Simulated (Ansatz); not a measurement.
## Ir in Ansatz: the effect of dispersion

Crystal: Ir.

```xyz
1
Lattice="0.0000 1.9156 1.9156 1.9156 0.0000 1.9156 1.9156 1.9156 0.0000" Properties=species:S:1:pos:R:3 pbc="T T T"
Ir    0.0000    0.0000    0.0000
```

Alike in all runs:

* Program: Ansatz 0.2.0
* Task: relaxation of cell and atoms
* Functional: BLYP
* Potentials or basis: all-electron LAPW, scalar-relativistic
* Basis error allowed: 0.001 eV/atom
* k mesh: 12 × 12 × 12
* Occupations: fermi-dirac, width 0.05 eV
* Spin: no spin polarisation

Each run relaxes the cell or the atoms first.

**Question.** One run gave: relaxed volume 15.22 Å³/atom. Which dispersion did it use?
A. none
B. D4
C. D3(BJ)

**Answer.** A.

```csv
dispersion,relaxed volume (Å³/atom)
none,15.22
D3(BJ),14.36
D4,14.39
```
